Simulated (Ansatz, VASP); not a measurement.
## C in two plane-wave programs

Aim: how closely do two programs agree when they are given the same cell, functional and k mesh? The cell is a member of a volume series, scaled by 0.985 from a relaxed one, so a pressure remains. Other levels of theory on this material are compared in a session of their own.

Program: Ansatz 0.2.0. Level of theory: plane waves, with VASP 6.6.1 beside it; single point at PBE. Results are calculated unless marked as measured.

### Step 1. The starting structure

The structure is cubic, space group Fd-3m (No. 227). The conventional cell has a = 3.555 Å, b = 3.555 Å, c = 3.555 Å, α = 90.00°, β = 90.00°, γ = 90.00°. C has 4 C at 1.54 Å nearest.

As a file:

```cif
data_structure
_symmetry_space_group_name_H-M 'Fd-3m:1'
_symmetry_Int_Tables_number 227
_cell_length_a 3.5555
_cell_length_b 3.5555
_cell_length_c 3.5555
_cell_angle_alpha 90.000
_cell_angle_beta 90.000
_cell_angle_gamma 90.000
_cell_volume 44.95
loop_
_atom_site_label
_atom_site_type_symbol
_atom_site_symmetry_multiplicity
_atom_site_Wyckoff_symbol
_atom_site_fract_x
_atom_site_fract_y
_atom_site_fract_z
_atom_site_occupancy
C1 C 8 b 0.00000 0.00000 0.50000 1
```

### Step 2. VASP: single point, PBE, volume scaled by 0.985

With cell and atoms fixed, the geometry can't cause a difference; cores, projectors, grids and the points listed under the comparison can.

Lines of VASP's logs that name or quote its potential files are left out, and so is its time.

The input asks for a relaxation, which ended at its first step since no free force or stress exceeded the threshold; so it serves as a single point.

INCAR reads:

```
SYSTEM = C
PREC = Accurate
ENCUT = 520
EDIFF = 1E-06
NELM = 100
ISMEAR = 0
SIGMA = 0.03
LREAL = .FALSE.
ALGO = Normal
GGA = PE
NBANDS = 10
LORBIT = 11
LWAVE = .FALSE.
LCHARG = .FALSE.
KPAR = 4
IBRION = 2
NSW = 30
ISIF = 4
EDIFFG = -0.01
```

POSCAR reads:

```
C
1.0
    0.0000000000      1.7777401379      1.7777401379
    1.7777401379      0.0000000000      1.7777401379
    1.7777401379      1.7777401379      0.0000000000
C
2
Direct
    0.0000000000      0.0000000000      0.0000000000
    0.2500000000      0.2500000000      0.2500000000
```

KPOINTS reads:

```
Automatic mesh
0
Gamma
10 10 10
0 0 0
```

Potentials, in the order of the species: C (PBE family, release 64).

Command:

```sh
$ mpirun -np 4 vasp_std
```

Numbers of over 12 decimals in the logs are rounded to 6 here.

Output:

```text
[banner, memory and clock lines left out]
running    4 mpi-ranks, on    1 nodes
 distrk:  each k-point on    1 cores,    4 groups
 distr:  one band on    1 cores,    1 groups

 POSCAR found type information on POSCAR C
 POSCAR found :  1 types and       2 ions
 LDA part: xc-table for (Slater+PW92), standard interpolation
 POSCAR, INCAR and KPOINTS ok, starting setup
 FFT: planning ... GRIDC
 FFT: planning ... GRID_SOFT
 FFT: planning ... GRID
 WAVECAR not read
 entering main loop
       N       E                     dE             d eps       ncg     rms          rms(c)
DAV:   1    -0.516269487809E-02   -0.51627E-02   -0.48768E+03   972   0.794E+02
DAV:   2    -0.184516890012E+02   -0.18447E+02   -0.17948E+02  1328   0.121E+02
DAV:   3    -0.188386030534E+02   -0.38691E+00   -0.38580E+00  1094   0.137E+01
DAV:   4    -0.188393957243E+02   -0.79267E-03   -0.79263E-03  1052   0.717E-01
DAV:   5    -0.188393965338E+02   -0.80949E-06   -0.80952E-06  1082   0.239E-02    0.563E+00
DAV:   6    -0.183461072108E+02    0.49329E+00   -0.27515E-01   976   0.394E+00    0.336E+00
DAV:   7    -0.181801247375E+02    0.16598E+00   -0.33143E-01  1016   0.438E+00    0.775E-01
DAV:   8    -0.181818933372E+02   -0.17686E-02   -0.78985E-03   976   0.716E-01    0.438E-02
DAV:   9    -0.181819274456E+02   -0.34108E-04   -0.66244E-05  1150   0.693E-02    0.241E-02
DAV:  10    -0.181819473470E+02   -0.19901E-04   -0.15513E-05   970   0.380E-02    0.511E-03
DAV:  11    -0.181819473948E+02   -0.47786E-07   -0.19849E-07   850   0.445E-03
   1 F= -.18181947E+02 E0= -.18181947E+02  d E =-.181819E+02
 curvature:   0.00 expect dE= 0.000E+00 dE for cont linesearch  0.000E+00
 trial: gam= 0.00000 g(F)=  0.147E-47 g(S)=  0.454E-33 ort = 0.000E+00 (trialstep = 0.100E+01)
 search vector abs. value=  0.100E-09
 reached required accuracy - stopping structural energy minimisation
```

OUTCAR, selected parts (step 2):

```text
ion  position               nearest neighbor table
   1  0.000  0.000  0.000-   2 1.54   2 1.54   2 1.54   2 1.54
   2  0.250  0.250  0.250-   1 1.54   1 1.54   1 1.54   1 1.54

  LATTYP: Found a face centered cubic cell.
 ALAT       =     3.5554802758

 Subroutine GETGRP returns: Found 48 space group operations
 (whereof 24 operations were pure point group operations)

The static configuration has the point symmetry T_d .
 The point group associated with its full space group is O_h .

 Found     47 irreducible k-points:

   k-points           NKPTS =     47   k-points in BZ     NKDIM =     47   number of bands    NBANDS=     10

   dimension x,y,z NGX =    20 NGY =   20 NGZ =   20
   dimension x,y,z NGXF=    40 NGYF=   40 NGZF=   40

   ENCUT  =  520.0 eV  38.22 Ry    6.18 a.u.   4.67  4.67  4.67*2*pi/ulx,y,z

   NELECT =       8.0000    total number of electrons

 k-points in reciprocal lattice and weights: Automatic mesh
   0.00000000  0.00000000  0.00000000       0.001
   0.10000000  0.00000000  0.00000000       0.008
   0.20000000  0.00000000  0.00000000       0.008
   0.30000000  0.00000000  0.00000000       0.008
   0.40000000  0.00000000  0.00000000       0.008
   0.50000000  0.00000000  0.00000000       0.004
   0.10000000  0.10000000  0.00000000       0.006
   0.20000000  0.10000000  0.00000000       0.024
   0.30000000  0.10000000  0.00000000       0.024
[...]
-0.30000000  0.40000000  0.20000000       0.024
  -0.30000000  0.50000000  0.20000000       0.012

 average (electrostatic) potential at core
       1 -45.2444       2 -45.2444

 E-fermi :  10.0905

 k-point     1 :       0.0000    0.0000    0.0000
  band No.  band energies     occupation
      1     -11.7375      2.00000
      2       9.8678      2.00000
      3       9.8678      2.00000
      4       9.8678      2.00000
      5      15.4838      0.00000
      6      15.4838      0.00000
      7      15.4838      0.00000
      8      23.4179      0.00000
      9      29.2834      0.00000
    ...

 k-point     2 :       0.1000    0.0000    0.0000
  band No.  band energies     occupation
      1     -11.4587      2.00000
      2       8.1797      2.00000
      3       9.4167      2.00000
      4       9.4167      2.00000
      5      16.0766      0.00000
      6      16.0767      0.00000
      7      16.4434      0.00000
      8      23.6449      0.00000
      9      29.7303      0.00000
    ...

 k-point     3 :       0.2000    0.0000    0.0000
  band No.  band energies     occupation
      1     -10.6278      2.00000
      2       4.9532      2.00000
      3       8.5324      2.00000
      4       8.5324      2.00000
      5      17.2171      0.00000
      6      17.2171      0.00000
      7      17.6812      0.00000
      8      24.2710      0.00000
      9      30.4971      0.00000
    ...

  Total        0.4725964      0.4725964      0.4725964     -0.0000000     -0.0000000      0.0000000
  in kB       67.3854533     67.3854533     67.3854533     -0.0000000     -0.0000000      0.0000000
  external PRESSURE =      67.3854533 kB  Pullay stress =       0.0000000 kB

  energy-cutoff  :      520.00
  volume of cell :       11.24
      direct lattice vectors                 reciprocal lattice vectors
     0.000000000  1.777740138  1.777740138    -0.281255955  0.281255955  0.281255955
     1.777740138  0.000000000  1.777740138     0.281255955 -0.281255955  0.281255955
     1.777740138  1.777740138  0.000000000     0.281255955  0.281255955 -0.281255955

 POSITION                                       TOTAL-FORCE (eV/Angst)
 -----------------------------------------------------------------------------------
      0.00000      0.00000      0.00000        -0.000000     -0.000000     -0.000000
      0.88887      0.88887      0.88887         0.000000      0.000000      0.000000
 -----------------------------------------------------------------------------------
    total drift:                                0.000000      0.000000      0.000000

  FREE ENERGIE OF THE ION-ELECTRON SYSTEM (eV)
  ---------------------------------------------------
  free  energy   TOTEN  =       -18.1819473948 eV

  energy  without entropy=      -18.1819473948  energy(sigma->0) =      -18.18194739

 reached required accuracy - stopping structural energy minimisation

 total charge
# of ion       s       p       d       tot
------------------------------------------
    1        0.831   1.758   0.000   2.589
    2        0.831   1.758   0.000   2.589
--------------------------------------------------
tot          1.662   3.516   0.000   5.177

[... 3 further parts left out ...]
```

### Step 3. Ansatz: single point, PBE, volume scaled by 0.985

Ansatz runs on its default PAW (the set named soft_2) files.

The same cell, functional, mesh and smearing now go to Ansatz, which takes its cutoff from its data sets.

input.yaml reads:

```yaml
crystal:
  lattice:
    - [0.0, 1.77774014, 1.77774014]
    - [1.77774014, 0.0, 1.77774014]
    - [1.77774014, 1.77774014, 0.0]
  atoms:
    - { symbol: C, position: [0.0, 0.0, 0.0] }
    - { symbol: C, position: [0.25, 0.25, 0.25] }
hamiltonian:
  xc: pbe
  pseudopotentials: { kind: paw }
kpoints:
  mp_grid: { grid: [10, 10, 10] }
scf:
  occupations: { method: gaussian, width: 0.03 }
  n_extra_bands: 4
output:
  forces: true
  stress: true
  eigenvalues: true
```

Command:

```sh
$ ansatz run input.yaml --threads 2 --pin off --max-ram 4608MiB --backend cpu --events-out ev --progress --plain --runs-dir out
```

Output:

```text
scf.n_extra_bands = 4 over 4 filled bands (N_el = 8.0): the run solves 8 bands
Engine: ansatz 0.2.0, aarch64-unknown-linux-gnu
Pseudopotentials: kind: paw
Pseudopotential: C, paw, valence charge 4, recommended cutoff 420 eV (normal), C.paw.azcp
Functional definition: PBE
  parameter kappa = 0.804
  parameter beta = 0.066725
  exchange = pbe_x(kappa = kappa, mu = beta*pi^2/3)
  correlation = pbe_c(beta = beta)
Crystal: 2 atoms, lattice volume = 11.237 Å³
Basis set: ecut = 420 eV, 229 PW (Γ), exchange–correlation on 36×36×36 points (8 copies of the dense FFT grid, shifted against one another)
Bands: 8, of which v1, the nominal top of the filled ones, is band 4 counted from 1 (3 counted from 0)
Symmetry: 48 space group operations
Space group: Fd-3m (ITA 227), of the structure as read, at distance tolerance 2.2e-5 Å
k-points: 47 of 1000
Non-local potential: C, projectors of the file, l = 0: 2, l = 1: 2, l = 2: 1
PAW form: soft (Blöchl's): semilocal exchange-correlation on the pseudo side does not see the compensation charge
PAW one-centre angular grid: C, 110 points (default); XC on 64 Gauss nodes
Initial density: superposition of atomic densities (neutral atoms: chi_scale 0, normalization atom), corrected by the library's trained network
Initial wavefunctions: pseudopotential atomic-orbital guess
Functional: x = pbe(κ = 0.804, μ = 0.219515), c = pbe(β = 0.066725)
SCF iter   1: F=—  HF=-501.612641 eV  |F-HF|=—  |Δ(HF+E_count)|=         —  Δρ=1.72e-3  dr2=6.33e-5  ethr=1.77e-3  ⟨swp⟩=5.1  Hψ=2473  notcnv=0
preconditioner: auto → none  [insulator: Δε(μ)=4.206 eV  Ē_g=19.771 eV  σ=0.030 eV  W_gap=1.00  n_scr=0 (ndim 8)  ℏωp=31.3 eV  f_vac=0.000  D(μ)=0.00/eV (n_scr^D=0)  ε∞_Penn≈3.5]
SCF iter   2: F=—  HF=-501.612733 eV  |F-HF|=—  |Δ(HF+E_count)|=   9.28e-5  Δρ=8.91e-4  dr2=1.89e-5  ethr=7.91e-7  ⟨swp⟩=2.0  Hψ=941  notcnv=0
SCF iter   3: F=—  HF=-501.612793 eV  |F-HF|=—  |Δ(HF+E_count)|=   5.99e-5  Δρ=1.39e-4  dr2=1.45e-6  ethr=2.36e-7  ⟨swp⟩=2.1  Hψ=557  notcnv=0
SCF iter   4: F=—  HF=-501.612793 eV  |F-HF|=—  |Δ(HF+E_count)|=   4.40e-7  Δρ=6.38e-5  dr2=2.91e-7  ethr=1.81e-8  ⟨swp⟩=1.0  Hψ=378  notcnv=0
iter 5 did not close the SCF: its close was put off for the readings that it lacked (scf_convergence_deferred on its scf_iter line)
SCF iter   5: F=-501.612793 eV  HF=-501.612793 eV  |F-HF|=1.49e-9  |Δ(HF+E_count)|=   7.37e-8  Δρ=8.73e-6  dr2=4.19e-9  ethr=3.64e-9  ⟨swp⟩=2.2  Hψ=560  notcnv=0
SCF iter   6: F=-501.612793 eV  HF=-501.612793 eV  |F-HF|=5.05e-11  |Δ(HF+E_count)|=  8.42e-10  Δρ=1.63e-6  dr2=1.42e-10  ethr=5.24e-11  ⟨swp⟩=1.1  Hψ=1154  notcnv=0
SCF 1 converged in 6 iterations: F = -501.612793 eV  dr2 = 1.42e-10
  greatest PAW one-centre occupation: 0.645 electrons in one spin orbital (limit 2), on the C atom at site 1 (counted from 0), in its partial waves of l = 0
SCF converged after 6 iterations
Free energy (F): -501.612793 eV
Harris-Foulkes:  -501.612793 eV  (|F-HF|=5.05e-11)
Internal energy: -501.612793 eV  (E = F + TS)
E sigma→0 (E₀):  -501.612793 eV
Fermi energy:    15.587129 eV
--- Per-component energies (eV) ---
  E_band       = 35.612351
  E_kinetic    = 185.193621
  E_local      = -121.708877  (includes V_loc(G=0)·N_el)
  E_nonlocal   = 53.432318
  E_hartree    = 26.636491
  E_xc         = -97.601865
  E_vxc        = -121.181073  (∫ρ·V_xc dr)
  E_paw        = -198.501187  (= ΣΔE_a)
  E_vpaw       = -13.396542  (= ΣTr[D̂ρ^β])
  E_aug_tail   = 0.000016  (compensation charges beyond the density's cutoff)
  E_ewald      = -349.063310
  E_smearing   = -0.000000  (= −TS)
  E_closure    = -0.000000  (closes the sum)
  Σ components = -501.612793   (vs F -501.612793, Δ=0.00e0)
--- Forces (eV/Å), atoms counted from 1 ---
  atom   1  C      0.00000000    -0.00000000    -0.00000000
  atom   2  C      0.00000000     0.00000000    -0.00000000
  max |Σ_I F_I| component: 7.40e-17 eV/Å
--- Stress (GPa, compression-positive) ---
        6.016937      -0.000000      -0.000000
        0.000000       6.016937      -0.000000
       -0.000000       0.000000       6.016937
  P = ⅓ Tr σ = 6.0169 GPa (60.169 kbar)
--- Band table (eV; the first three rows and the last of 47) ---
  k-point 0: bands = ["-8.1187", "13.4879", "13.4879", "13.4879", "19.1083", "19.1083", "19.1083", "26.9831"]
  k-point 1: bands = ["-7.8402", "11.7982", "13.0361", "13.0361", "19.7006", "19.7006", "20.0665", "27.2123"]
  k-point 2: bands = ["-7.0097", "8.5716", "12.1506", "12.1506", "20.8419", "20.8419", "21.2988", "27.8477"]
  k-point 46: bands = ["1.3564", "1.3564", "5.2815", "5.2815", "22.9150", "22.9150", "27.0859", "27.0859"]
```

The job ended after 0.22 s (2 threads of Arm Neoverse V2, shared host; peak memory 0.22 GiB; 0.36 s of CPU time).

The run ends at a pressure of 6.02 GPa.

### Step 4. Side by side

Known differences besides the potentials themselves: the cutoff is 420 eV in Ansatz and 520 eV in VASP; VASP leaves aspherical gradient terms in its spheres out (LASPH is not set), Ansatz keeps them. Total energies have different zeros and are not compared.

Compared:

| quantity | Ansatz | VASP | difference |
| --- | --- | --- | --- |
| pressure (GPa) | 6.02 | 6.74 | -0.72 |
| pressure without Ansatz's Pulay correction (GPa) | 4.98 | 6.74 | -1.76 |
| gap on the k mesh (eV) | 4.199 | 4.189 | +0.009 |

A gap on the mesh is an upper bound, since the band edges may lie between its points. Ansatz's pressure holds a Pulay correction of 1.04 GPa; VASP's holds none.

### Step 5. Summary of results

| Quantity | Value |
| --- | --- |
| difference in gap on the k mesh (single point, PBE, volume scaled by 0.985) | 0.0093 eV |
| difference in pressure (single point, PBE, volume scaled by 0.985) | -0.72 GPa |

**Reading.** The difference in pressure is -0.72 GPa (single point, PBE, volume scaled by 0.985), within the 1 GPa picked in this series as the mark of a large difference. 21 further runs of this series are not shown here. How closely two codes agree says nothing of how well the functional describes the real material.

[Lines on the potential files, build, host, timing and source positions are cut from VASP's logs without a mark.]

[Logs are printed without paths, hosts, clocks, repeated set-up lines and the standing remarks that a program may print on its own settings, such as how far it seeks lower states.]

[Hosts, paths, dates, database ids (printed as entryN), source tags and the programs' standing remarks are cut or masked in the printed files.]
